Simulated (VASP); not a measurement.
# Si (I4/mmm) in VASP: single point with PBEsol

Aim: the single point of Si with PBEsol.

All numbers are computed with VASP 6.6.1; they aren't measurements. Logs are shortened: lines on timing, memory, paths and dates and some standing lists are left out, and cuts for length are marked.

## Step 1: Starting point

The structure is tetragonal, space group I4/mmm (No. 139). Conventional cell: a = 6.651 Å, b = 6.651 Å, c = 3.845 Å, α = 90.00°, β = 90.00°, γ = 90.00°. Around Si (site symmetry m2m) lie 4 Si at 2.34 to 2.38 Å.

This isn't the form of Si at room conditions, which is diamond.

## Step 2: Single point, PBEsol

INCAR

```
SYSTEM = Si
PREC = Accurate
ENCUT = 520
EDIFF = 1E-7
ISMEAR = 0
SIGMA = 0.1
LREAL = .FALSE.
LASPH = .TRUE.
NELM = 80
ALGO = Fast
ISIF = 2
LWAVE = .FALSE.
LCHARG = .TRUE.
GGA = PS
LELF = .TRUE.
LVHAR = .TRUE.
NBANDS = 16
```

KPOINTS

```
regular mesh
0
G
  6 6 6
  0 0 0
```

POSCAR

```
Si
1.0
   -3.3254442900      3.3254442900      1.9223856600
    3.3254442900     -3.3254442900      1.9223856600
    3.3254442900      3.3254442900     -1.9223856600
Si
4
Direct
    0.1788010600      0.1788010600      0.3576021200
    0.8211989400      0.8211989400      0.6423978800
    0.1788010600      0.8211989400      0.0000000000
    0.8211989400      0.1788010600      0.0000000000
```

Potentials or basis: VASP PAW PBE potentials, release 64 (Si).

Run with:

```console
$ cat potpaw_PBE.64/Si/POTCAR > POTCAR
$ mpirun -np 1 vasp_std > vasp.out
```

OUTCAR:

```text
SYSTEM = Si
   PREC = Accurate
   ENCUT = 520
   EDIFF = 1E-7
   ISMEAR = 0
   LREAL = .FALSE.
   LASPH = .TRUE.
   NELM = 80
   ISIF = 2
   GGA = PS

 ion  position               nearest neighbor table
   1  0.179  0.179  0.358-   2 2.34   2 2.34   3 2.38   4 2.38
   2  0.821  0.821  0.642-   1 2.34   1 2.34   4 2.38   3 2.38
   3  0.179  0.821  0.000-   4 2.34   4 2.34   2 2.38   1 2.38
   4  0.821  0.179  0.000-   3 2.34   3 2.34   2 2.38   1 2.38

  LATTYP: Found a body centered tetragonal cell.
 ALAT       =     6.6508885800
 C/A-ratio  =     0.5780838566

  Lattice vectors:

 A1 = (  -3.3254442900,   3.3254442900,   1.9223856600)
 A2 = (   3.3254442900,  -3.3254442900,   1.9223856600)
 A3 = (   3.3254442900,   3.3254442900,  -1.9223856600)

Analysis of symmetry for initial positions (statically):
=====================================================================
 Subroutine PRICEL returns:
 Original cell was already a primitive cell.

 Routine SETGRP: Setting up the symmetry group for a
 body centered tetragonal supercell.

 Subroutine GETGRP returns: Found 16 space group operations
 (whereof 16 operations were pure point group operations)
 out of a pool of 16 trial point group operations.

The static configuration has the point symmetry D_4h.

Analysis of symmetry for dynamics (positions and initial velocities):
=====================================================================
 Subroutine PRICEL returns:
 Original cell was already a primitive cell.

 Routine SETGRP: Setting up the symmetry group for a
 body centered tetragonal supercell.

 Subroutine GETGRP returns: Found 16 space group operations
 (whereof 16 operations were pure point group operations)
 out of a pool of 16 trial point group operations.

The dynamic configuration has the point symmetry D_4h.

 Subroutine INISYM returns: Found 16 space group operations
 (whereof 16 operations are pure point group operations),
 and found     1 'primitive' translations

----------------------------------------------------------------------------------------

                                     Primitive cell

  volume of cell :      85.0354

  direct lattice vectors                    reciprocal lattice vectors
    -3.325444290  3.325444290  1.922385660     0.000000000  0.150355849  0.260093492
     3.325444290 -3.325444290  1.922385660     0.150355849  0.000000000  0.260093492
     3.325444290  3.325444290 -1.922385660     0.150355849  0.150355849  0.000000000

  length of vectors
     5.080622607  5.080622607  5.080622607     0.300425542  0.300425542  0.212635281

  position of ions in fractional coordinates (direct lattice)
     0.178801060  0.178801060  0.357602120
     0.821198940  0.821198940  0.642397880
     0.178801060  0.821198940  0.000000000
     0.821198940  0.178801060  0.000000000

  ion indices of the primitive-cell ions
   primitive index   ion index
                 1           1
                 2           2
                 3           3
                 4           4

----------------------------------------------------------------------------------------

 KPOINTS: regular mesh

Automatic generation of k-mesh.
 Grid dimensions read from file:
 generate k-points for:    6    6    6

 Generating k-lattice:

  Cartesian coordinates                     Fractional coordinates (reciprocal lattice)
     0.000000000  0.025059308  0.043348915     0.166666667  0.000000000 -0.000000000
     0.025059308  0.000000000  0.043348915     0.000000000  0.166666667 -0.000000000
     0.025059308  0.025059308  0.000000000     0.000000000  0.000000000  0.166666667

  Length of vectors
     0.050070924  0.050070924  0.035439214

  Shift w.r.t. Gamma in fractional coordinates (k-lattice)
     0.000000000  0.000000000  0.000000000

 Subroutine IBZKPT returns following result:
 ===========================================

 Found     30 irreducible k-points:

 Following reciprocal coordinates:
            Coordinates               Weight
  0.000000  0.000000  0.000000      1.000000
  0.166667  0.000000  0.000000      8.000000
  0.333333  0.000000  0.000000      8.000000
  0.500000  0.000000  0.000000      4.000000
  0.166667  0.166667  0.000000      8.000000
  0.333333  0.166667 -0.000000     16.000000
[... 16 lines left out ...]
 -0.333333 -0.333333  0.166667      8.000000
 -0.166667 -0.333333  0.166667      8.000000
 [... further k-points ...]
   k-points           NKPTS =     30   k-points in BZ     NKDIM =     30   number of bands    NBANDS=     16
   number of dos      NEDOS =    301   number of ions     NIONS =      4
   total plane-waves  NPLWV =  64000
   dimension x,y,z NGX =    40 NGY =   40 NGZ =   40
   dimension x,y,z NGXF=    80 NGYF=   80 NGZF=   80
   ions per type =               4
   NGX,Y,Z   is equivalent  to a cutoff of  13.09, 13.09, 13.09 a.u.
   NGXF,Y,Z  is equivalent  to a cutoff of  26.18, 26.18, 26.18 a.u.
 SYSTEM =  Si
   PREC   = accura    normal or accurate (medium, high low for compatibility)
   ISTART =      0    job   : 0-new  1-cont  2-samecut
   ICHARG =      2    charge: 1-file 2-atom 10-const
   ISPIN  =      1    spin polarized calculation?
   LNONCOLLINEAR =      F non collinear calculations
   LSORBIT =      F    spin-orbit coupling
   LASPH  =      T    aspherical Exc in radial PAW
   ENCUT  =  520.0 eV  38.22 Ry    6.18 a.u.   9.45  9.45  9.45*2*pi/ulx,y,z
   NELM   =     80;   NELMIN=  2; NELMDL= -5     # of ELM steps
   EDIFF  = 0.1E-06   stopping-criterion for ELM
   LREAL  =      F    real-space projection
   EDIFFG = 0.1E-05   stopping-criterion for IOM
   NSW    =      0    number of steps for IOM
   IBRION =     -1    ionic relax: 0-MD 1-quasi-New 2-CG
   NFREE  =      0    steps in history (QN), initial steepest desc. (CG)
   ISIF   =      2    stress and relaxation
   ISYM   =      2    0-nonsym 1-usesym 2-fastsym
   POTIM  = 0.5000    time-step for ionic-motion
   TEBEG  =    0.0;   TEEND  =   0.0 temperature during run
   PSTRESS=    0.0 pullay stress
   NELECT =      16.0000    total number of electrons
   NUPDOWN=      -1.0000    fix difference up-down
   EMIN   =  10.00;   EMAX   =-10.00  energy-range for DOS
   EFERMI =   0.00;   METHOD = LEGACY
   ISMEAR =     0;   SIGMA  =   0.10  broadening in eV -4-tet -1-fermi 0-gaus
   EFERMI_NEDOS =   21; number of points for ismear=-14 and -15
   IALGO  =     68    algorithm
   IMIX   =      4    mixing-type and parameters
     AMIX     =   0.40;   BMIX     =  1.00
     AMIX_MAG =   1.60;   BMIX_MAG =  1.00
  volume/ion in A,a.u.               =      21.26       143.46
  Fermi-wavevector in a.u.,A,eV,Ry     =   0.938098  1.772748 11.973506  0.880028
  Thomas-Fermi vector in A             =   2.065276
   LORBIT       =      0    0 simple, 1 ext, 2 COOP (PROOUT), +10 PAW based schemes
   GGA     = PS    functional components
   LHFCALC =     F    Hartree Fock is set to
   AEXX    =    0.0000 exact exchange contribution
   IVDW    =     0    specifies the selected vdW correction
   LEPSILON=     F    determine dielectric tensor
   LRPA    =     F    only Hartree local field effects (RPA)
 non-spin polarized calculation
 RMM-DIIS sequential band-by-band and
 Gauss-broadening in eV      SIGMA  =   0.10
  energy-cutoff  :      520.00
  volume of cell :       85.04
 maximum number of plane-waves:      2319
 NGX is ok and might be reduce to    40
   NGX = 19   NGY = 19   NGZ = 19

 number of electron      16.0000000 magnetization

 Free energy of the ion-electron system (eV)
  ---------------------------------------------------
  ext. energy  EPLUGINS =         0.00000000
  ---------------------------------------------------
  free energy    TOTEN  =       -22.53615116 eV

  energy without entropy =      -22.53558569  energy(sigma->0) =      -22.53586842

 E-fermi :   5.4909     XC(G=0):  -9.2362

 val. band max:        5.4121991829   @ k =   0.5000   0.5000   0.5000
 cond. band min:       5.5698851528   @ k =  -0.1667  -0.1667   0.1667
 fundamental gap:      0.1576859699
 Fermi energy:         5.4908730821

 k-point     1 :       0.0000    0.0000    0.0000
  band No.  band energies     occupation
      1      -6.6641      2.00000
      2      -2.4182      2.00000
      3      -0.1785      2.00000
      4      -0.1785      2.00000
      5       1.6115      2.00000
      6       3.9141      2.00000
[... 8 lines left out ...]
     15      10.8007      0.00000
     16      12.1046      0.00000

 k-point     2 :       0.1667    0.0000    0.0000
  band No.  band energies     occupation
      1      -6.3580      2.00000
      2      -2.4616      2.00000
      3      -0.5667      2.00000
      4       0.1850      2.00000
      5       1.8214      2.00000
      6       2.5615      2.00000
[... 8 lines left out ...]
     15      10.2665      0.00000
     16      12.9300      0.00000

 k-point     3 :       0.3333    0.0000    0.0000
  band No.  band energies     occupation
      1      -5.4987      2.00000
      2      -2.3300      2.00000
      3      -1.7396      2.00000
      4      -0.1068      2.00000
      5       1.2726      2.00000
      6       1.9407      2.00000
[... 8 lines left out ...]
     15      12.0369      0.00000
     16      12.0449      0.00000

 k-point     4 :       0.5000    0.0000    0.0000
  band No.  band energies     occupation
      1      -4.6760      2.00000
      2      -2.8308      2.00000
      3      -2.0782      2.00000
      4      -0.7415      2.00000
      5       1.0241      2.00000
      6       1.8734      2.00000
[... 8 lines left out ...]
     15      10.9141      0.00000
     16      13.0124      0.00000

 k-point     5 :       0.1667    0.1667    0.0000
  band No.  band energies     occupation
      1      -5.6349      2.00000
      2      -2.1526      2.00000
      3      -0.9608      2.00000
      4      -0.7752      2.00000
      5       1.3733      2.00000
      6       2.1436      2.00000
[... 8 lines left out ...]
     15      11.3465      0.00000
     16      12.5347      0.00000

 k-point     6 :       0.3333    0.1667   -0.0000
  band No.  band energies     occupation
      1      -4.6867      2.00000
      2      -2.6566      2.00000
      3      -2.2711      2.00000
      4      -0.7897      2.00000
      5       0.9668      2.00000
      6       2.4507      2.00000
[... 8 lines left out ...]
     15      11.9025      0.00000
     16      13.3783      0.00000
[... 267 lines left out ...]
 k-point    21 :      -0.3333    0.5000    0.1667
  band No.  band energies     occupation
      1      -5.2493      2.00000
      2      -4.1472      2.00000
      3      -2.1923      2.00000
      4       1.3703      2.00000
      5       1.6135      2.00000
      6       2.4066      2.00000
[... 8 lines left out ...]
     15      10.5848      0.00000
     16      11.6433      0.00000

 k-point    22 :      -0.1667    0.5000    0.1667
  band No.  band energies     occupation
      1      -4.7527      2.00000
      2      -3.1650      2.00000
      3      -2.7508      2.00000
      4       0.4387      2.00000
      5       0.9050      2.00000
      6       1.9312      2.00000
[... 8 lines left out ...]
     15      11.2563      0.00000
     16      11.8113      0.00000

 k-point    23 :      -0.3333   -0.3333    0.1667
  band No.  band energies     occupation
      1      -4.4102      2.00000
      2      -3.5338      2.00000
      3      -2.8686      2.00000
      4       0.2559      2.00000
      5       1.1574      2.00000
      6       1.5895      2.00000
[... 8 lines left out ...]
     15      11.2445      0.00000
     16      11.5596      0.00000

 k-point    24 :      -0.1667   -0.3333    0.1667
  band No.  band energies     occupation
      1      -4.7840      2.00000
      2      -2.4452      2.00000
      3      -2.2504      2.00000
      4      -0.2712      2.00000
      5       0.2855      2.00000
      6       2.4315      2.00000
[... 8 lines left out ...]
     15      10.9575      0.00000
     16      12.2076      0.00000

 [... further k-points ...]

------------------------ aborting loop because EDIFF is reached ----------------------------------------

  FORCE on cell =-STRESS in cart. coord.  units (eV):
  Direction    XX          YY          ZZ          XY          YZ          ZX
  --------------------------------------------------------------------------------------
  -------------------------------------------------------------------------------------
  Total       -0.1265717     -0.1265717     -0.1131373      0.0000000      0.0000000      0.0000000
  in kB       -2.3847753     -2.3847753     -2.1316524      0.0000000      0.0000000      0.0000000
  external PRESSURE =      -2.3004010 kB  Pullay stress =       0.0000000 kB

 VOLUME and BASIS-vectors are now :
 -----------------------------------------------------------------------------
  energy-cutoff  :      520.00
  volume of cell :       85.04
      direct lattice vectors                 reciprocal lattice vectors
    -3.325444290  3.325444290  1.922385660     0.000000000  0.150355849  0.260093492
     3.325444290 -3.325444290  1.922385660     0.150355849  0.000000000  0.260093492
     3.325444290  3.325444290 -1.922385660     0.150355849  0.150355849  0.000000000

 POSITION                                       TOTAL-FORCE (eV/Angst)
 -----------------------------------------------------------------------------------
      1.18919      1.18919     -0.00000        -0.007494     -0.007494     -0.000000
      2.13626      2.13626      1.92239         0.007494      0.007494      0.000000
      2.13626     -2.13626      1.92239         0.007494     -0.007494     -0.000000
     -2.13626      2.13626      1.92239        -0.007494      0.007494      0.000000
 -----------------------------------------------------------------------------------
    total drift:                               -0.000000     -0.000000      0.000000

  FREE ENERGIE OF THE ION-ELECTRON SYSTEM (eV)
  ---------------------------------------------------
  free  energy   TOTEN  =       -22.5361511587 eV

  energy  without entropy=      -22.5355856870  energy(sigma->0) =      -22.53586842
```

Run time: 71 s. Hardware: 1 thread of AMD EPYC 7R13 (Zen 3), shared host; peak memory 0.19 GiB.

What came out:

```yaml
Free_energy: -22.5362 eV
Pressure: -0.2 GPa
Largest_force: 0.011 eV/Å
Band_gap_on_the_k_mesh: 0.16 eV, indirect (least direct gap 0.28 eV)
```

Forces in eV/Å, atoms in the order of the input:
```
Si  -0.007 -0.007  0.000
Si   0.007  0.007  0.000
Si   0.007 -0.007  0.000
Si  -0.007  0.007  0.000
```

Caveat: the PAW data sets were made with another functional, which shifts forces and pressure a little.
